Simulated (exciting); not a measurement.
# TaN (P-6m2) in exciting: reference runs

How does TaN come out in PBEsol? The cell is run as given.

Everything below comes from runs of exciting (release sodium). Logs are shortened: lines on timing, memory, paths and dates and some standing lists are left out, and cuts for length are marked.

### Step 1. The crystal as given

It takes space group P-6m2 (No. 187, hexagonal). Conventional cell: a = 2.938 Å, b = 2.938 Å, c = 2.883 Å, α = 90.00°, β = 90.00°, γ = 120.00°. Ta (site symmetry -6m2) has 6 N at 2.23 Å as nearest neighbours. N (site symmetry -6m2) is surrounded by 6 Ta at 2.23 Å.

### Step 2. Single point, PBEsol

File input.xml:

```xml
<input>
  <title>TaN</title>
  <structure speciespath="./" tshift="false">
    <crystal scale="1">
      <basevect>5.552017451747 0.000000000000 0.000000000000</basevect>
      <basevect>-2.776008716425 4.808188159989 0.000000000000</basevect>
      <basevect>0.000000000000 0.000000000000 5.448084593591</basevect>
    </crystal>
    <species speciesfile="Ta.xml" rmt="2.3">
      <atom coord="0.333333333300 0.666666666700 0.500000000000"/>
    </species>
    <species speciesfile="N.xml" rmt="1.45">
      <atom coord="0.000000000000 0.000000000000 0.000000000000"/>
    </species>
  </structure>
  <groundstate do="fromscratch" ngridk="10 10 9" rgkmax="7.5" gmaxvr="14" lmaxapw="10" lmaxmat="10" lmaxvr="8" xctype="GGA_PBE_SOL" stype="Fermi Dirac" swidth="0.00183747" nempty="14" ValenceRelativity="iora*" epsengy="1e-05" epspot="1e-05" maxscl="60" tforce="true" outputlevel="normal"/>
</input>
```

Potentials or basis: all-electron LAPW+lo, shipped species files, valence relativity iora*.

The run is started by

```bash
$ OMP_NUM_THREADS=1 exciting_smp
```

INFO.OUT:

```text
================================================================================
EXCITING SODIUM started
[... 10 lines left out ...]

 Lattice vectors (cartesian) :
      5.5520174517      0.0000000000      0.0000000000
     -2.7760087164      4.8081881600      0.0000000000
      0.0000000000      0.0000000000      5.4480845936

 Reciprocal lattice vectors (cartesian) :
      1.1316940845      0.6533838815     -0.0000000000
      0.0000000000      1.3067677674      0.0000000000
      0.0000000000     -0.0000000000      1.1532833603

 Unit cell volume                           :     145.4374058857
 Brillouin zone volume                      :       1.7055461897

 Species :    1 (Ta)
     parameters loaded from                 :    Ta.xml
     name                                   :    tantalum
     nuclear charge                         :     -73.00000000
     electronic charge                      :      73.00000000
     atomic mass                            :  329847.84330000
     muffin-tin radius                      :       2.30000000
     # of radial points in muffin-tin       :     450

     atomic positions (lattice) :
       1 :   0.33333333  0.66666667  0.50000000

 Species :    2 (N)
     parameters loaded from                 :    N.xml
     name                                   :    nitrogen
     nuclear charge                         :      -7.00000000
     electronic charge                      :       7.00000000
     atomic mass                            :   25532.72506000
     muffin-tin radius                      :       1.45000000
     # of radial points in muffin-tin       :     250

     atomic positions (lattice) :
       1 :   0.00000000  0.00000000  0.00000000

 Total number of atoms per unit cell        :       2

 Spin treatment                             :    spin-unpolarised

 Number of Bravais lattice symmetries       :      24
 Number of crystal symmetries               :      12

 k-point grid                               :      10   10    9
 Total number of k-points                   :     110
 k-point set is reduced with crystal symmetries

 R^MT_min * |G+k|_max (rgkmax)              :       7.50000000
 Species with R^MT_min                      :       2 (N)
 Maximum |G+k| for APW functions            :       5.17241379
 Maximum |G| for potential and density      :      14.00000000

 G-vector grid sizes                        :      25    25    25
 Total number of G-vectors                  :    6733

 Maximum angular momentum used for
     APW functions                          :      10
     computing H and O matrix elements      :      10
     potential and density                  :       8
     inner part of muffin-tin               :       2

 Total nuclear charge                       :     -80.00000000
 Total electronic charge                    :      80.00000000
 Total core charge                          :      48.00000000
 Total valence charge                       :      32.00000000

 Number of empty states                     :      14
 Total number of valence states             :      31

 Maximum Hamiltonian size                   :     384
 Maximum number of plane-waves              :     353
 Total number of local-orbitals             :      31

 Exchange-correlation type                  :      22
     PBEsol, Phys. Rev. Lett. 100, 136406 (2008)
     Generalised gradient approximation (GGA)

 Smearing scheme                            :    Fermi-Dirac
 Smearing width                             :       0.00183747

 Using multisecant Broyden potential mixing
[... 6 lines left out ...]
* Groundstate module started                                                   *
********************************************************************************
 Output level for this task is set to normal

++++++++++++++++++++++++++++++++++++++++++++++++++++++++++++++++++++++++++++++++
[... 5 lines left out ...]
+ SCF iteration number :    1                                                  +
++++++++++++++++++++++++++++++++++++++++++++++++++++++++++++++++++++++++++++++++
 Total energy                               :    -15657.44548617
 _______________________________________________________________
 Fermi energy                               :         0.56716366
 Kinetic energy                             :     17602.54878671
 Coulomb energy                             :    -32940.46535188
 Exchange energy                            :      -314.28893153
 Correlation energy                         :        -5.23998946

 DOS at Fermi energy (states/Ha/cell)       :         1.05487486

 Electron charges :
     core                                   :        48.00000000
     core leakage                           :         0.00001708
     valence                                :        32.00000000
     interstitial                           :         4.15511410
     charge in muffin-tin spheres :
                  atom     1    Ta          :        69.85652785
                  atom     2     N          :         5.98835805
     total charge in muffin-tins            :        75.84488590
     total charge                           :        80.00000000

++++++++++++++++++++++++++++++++++++++++++++++++++++++++++++++++++++++++++++++++
+ SCF iteration number :    2                                                  +
++++++++++++++++++++++++++++++++++++++++++++++++++++++++++++++++++++++++++++++++
 Total energy                               :    -15675.53453867
 _______________________________________________________________
 Fermi energy                               :         0.55434339
 Kinetic energy                             :     17590.26569769
 Coulomb energy                             :    -32946.12924998
 Exchange energy                            :      -314.42012164
 Correlation energy                         :        -5.25086474

 DOS at Fermi energy (states/Ha/cell)       :         0.71258894

 Electron charges :
     core                                   :        48.00000000
     core leakage                           :         0.00001689
     valence                                :        32.00000000
     interstitial                           :         4.25985529
     charge in muffin-tin spheres :
                  atom     1    Ta          :        70.20573676
                  atom     2     N          :         5.53440795
     total charge in muffin-tins            :        75.74014471
     total charge                           :        80.00000000
[... 441 lines left out ...]
++++++++++++++++++++++++++++++++++++++++++++++++++++++++++++++++++++++++++++++++
+ SCF iteration number :   18                                                  +
++++++++++++++++++++++++++++++++++++++++++++++++++++++++++++++++++++++++++++++++
 Total energy                               :    -15676.13397842
 _______________________________________________________________
 Fermi energy                               :         0.56960407
 Kinetic energy                             :     17589.37923066
 Coulomb energy                             :    -32945.84598152
 Exchange energy                            :      -314.41478473
 Correlation energy                         :        -5.25244283

 DOS at Fermi energy (states/Ha/cell)       :         0.78184222

 Electron charges :
     core                                   :        48.00000000
     core leakage                           :         0.00001674
     valence                                :        32.00000000
     interstitial                           :         4.24983776
     charge in muffin-tin spheres :
                  atom     1    Ta          :        70.29759755
                  atom     2     N          :         5.45256468
     total charge in muffin-tins            :        75.75016224
     total charge                           :        80.00000000

 RMS change in effective potential (target) :  0.764851E-07  ( 0.100000E-04)
 Absolute change in total energy   (target) :  0.453710E-05  ( 0.100000E-04)
 Charge distance                   (target) :  0.553560E-08  ( 0.100000E-04)
 Abs. change in max-nonIBS-force   (target) :   0.00000      ( 0.500000E-04)

++++++++++++++++++++++++++++++++++++++++++++++++++++++++++++++++++++++++++++++++
| Convergency criteria checked for the last 2 iterations                       +
| Convergence targets achieved. Performing final SCF iteration                 +
++++++++++++++++++++++++++++++++++++++++++++++++++++++++++++++++++++++++++++++++
 Total energy                               :    -15676.13397904
 _______________________________________________________________
 Fermi energy                               :         0.56960407
 Kinetic energy                             :     17589.37923008
 Coulomb energy                             :    -32945.84598155
 Exchange energy                            :      -314.41478474
 Correlation energy                         :        -5.25244283

 DOS at Fermi energy (states/Ha/cell)       :         0.78184225

 Electron charges :
     core                                   :        48.00000000
     core leakage                           :         0.00001674
     valence                                :        32.00000000
     interstitial                           :         4.24983776
     charge in muffin-tin spheres :
                  atom     1    Ta          :        70.29759757
                  atom     2     N          :         5.45256466
     total charge in muffin-tins            :        75.75016224
     total charge                           :        80.00000000

++++++++++++++++++++++++++++++++++++++++++++++++++++++++++++++++++++++++++++++++
+ Self-consistent loop stopped                                                 +
++++++++++++++++++++++++++++++++++++++++++++++++++++++++++++++++++++++++++++++++
 STATE.OUT is written

--------------------------------------------------------------------------------
- Writing atomic positions and forces                                          -
--------------------------------------------------------------------------------

 Atomic positions (lattice) :
 atom     1  Ta  :     0.33333333    0.66666667    0.50000000
 atom     2   N  :     0.00000000    0.00000000    0.00000000

 Total atomic forces including IBS (cartesian) :
 atom     1  Ta  :     0.00000000    0.00000000    0.00000000
 atom     2   N  :    -0.00000000    0.00000000    0.00000000

 Atomic force components including IBS (cartesian) :
 atom     1  Ta  :    -0.00000000   -0.00000000    0.00000000   HF force
                 :     0.00000000   -0.00000000    0.00000000   core correction
                 :     0.00000000   -0.00000000    0.00000000   IBS correction
 atom     2   N  :     0.00000000    0.00000000    0.00000000   HF force
                 :    -0.00000000    0.00000000    0.00000000   core correction
                 :    -0.00000000    0.00000000    0.00000000   IBS correction

********************************************************************************
* Groundstate module stopped                                                   *
********************************************************************************

================================================================================
| EXCITING SODIUM stopped                                                      =
================================================================================
```

Run time: 5.3 min. Hardware: 1 thread of Arm Neoverse V2, shared host; peak memory 0.13 GiB.

What came out:

```yaml
Free_energy: -426569.3369 eV
Band_gap_on_the_k_mesh: none (metal or under the smearing width)
All_electrons_inside_the_program's_atomic_spheres: Ta 70.30; N 5.45 (radii Ta 2.3, N 1.45 bohr)
```

Levels at points of the mesh, in eV from the Fermi level:
| k point | band 13 | band 14 | band 15 | band 16 | band 17 | band 18 | band 19 | band 20 |
| --- | --- | --- | --- | --- | --- | --- | --- | --- |
| (0.00, 0.00, 0.00) | -4.61 | -4.61 | -4.26 | -2.95 | 2.16 | 3.54 | 3.54 | 3.94 |
| (0.50, 0.00, 0.00) | -8.35 | -5.24 | -3.54 | -3.20 | 2.94 | 3.99 | 5.15 | 5.27 |

The run has no spin-orbit coupling, so splittings on Ta are missing.
